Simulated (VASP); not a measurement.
Write the native input for VASP 6.6.1 that does the following.

```
Task                   : single point
Functional             : r2SCAN
Potentials or basis    : VASP PAW PBE potentials, release 64 (Zr_sv, B)
Cutoff                 : 520 eV
k mesh                 : 12 × 12 × 12
Occupations            : fermi-dirac, width 0.1 eV
Spin                   : no spin polarisation
Dipole correction      : no
Further INCAR settings : ALGO = Normal; EDIFF = 1e-06; NBANDS = 14
```

ZrB:

```xyz
2
Lattice="0.0000 2.3393 2.3393 2.3393 0.0000 2.3393 2.3393 2.3393 0.0000" Properties=species:S:1:pos:R:3 pbc="T T T"
Zr    0.0000    0.0000    0.0000
B     2.3393    2.3393    2.3393
```

The cell was built by a generator and needn't be a form met in nature.

These files were run (other wordings do the same):

POSCAR

```
ZrB
1.0
    0.0000000000      2.3392930000      2.3392930000
    2.3392930000      0.0000000000      2.3392930000
    2.3392930000      2.3392930000      0.0000000000
Zr B
1 1
Direct
    0.0000000000      0.0000000000      0.0000000000
    0.5000000000      0.5000000000      0.5000000000
```

INCAR.step1

```
SYSTEM = ZrB
PREC     = Accurate       ! precision mode
ENCUT    = 520            ! plane-wave cutoff, eV
ISMEAR   = -1             ! smearing method
SIGMA    = 0.1            ! smearing width, eV
LREAL    = .FALSE.        ! projectors in reciprocal space
LASPH    = .TRUE.         ! aspherical terms in the spheres
NELM     = 100            ! most SCF steps
NBANDS   = 14             ! bands
GGA      = PE             ! functional
ALGO     = Normal         ! electronic algorithm
EDIFF    = 1E-4           ! SCF threshold, eV
LWAVE    = .TRUE.         ! write WAVECAR
LCHARG   = .FALSE.        ! write CHGCAR
```

INCAR.step2

```
SYSTEM = ZrB
PREC     = Accurate       ! precision mode
ENCUT    = 520            ! plane-wave cutoff, eV
EDIFF    = 1E-6           ! SCF threshold, eV
ISMEAR   = -1             ! smearing method
SIGMA    = 0.1            ! smearing width, eV
LREAL    = .FALSE.        ! projectors in reciprocal space
LASPH    = .TRUE.         ! aspherical terms in the spheres
NELM     = 100            ! most SCF steps
ALGO     = Normal         ! electronic algorithm
ISIF     = 2              ! what is computed and relaxed
LWAVE    = .FALSE.        ! write WAVECAR
LCHARG   = .TRUE.         ! write CHGCAR
METAGGA  = R2SCAN         ! meta-GGA
LMIXTAU  = .TRUE.       
LELF     = .TRUE.         ! ELF
LVHAR    = .TRUE.       
NBANDS   = 14             ! bands
ISTART   = 1
```

KPOINTS

```
regular mesh
0
G
  12 12 12
  0 0 0
```

Potentials or basis: VASP PAW PBE potentials, release 64 (Zr_sv, B).

Run with:

```sh
$ cat potpaw_PBE.64/Zr_sv/POTCAR potpaw_PBE.64/B/POTCAR > POTCAR
$ cp INCAR.step1 INCAR
$ mpirun -np 1 vasp_std > vasp.out
$ cp INCAR.step2 INCAR
$ mpirun -np 1 vasp_std > vasp.out
```

It gave:

```
Pressure               : 31.6 GPa
Band gap on the k mesh : none (metal or under the smearing width)
```

Caveat: a pressure of tens of GPa on the cell as given is suspect, and the run, the potentials or the cell itself is likely at fault; the PAW data sets were made with another functional, which shifts forces and pressure a little.

It took 72 s on 1 thread of AMD EPYC 9R45 96-Core Processor (Zen 5), on a shared host, peak memory 0.15 GiB.
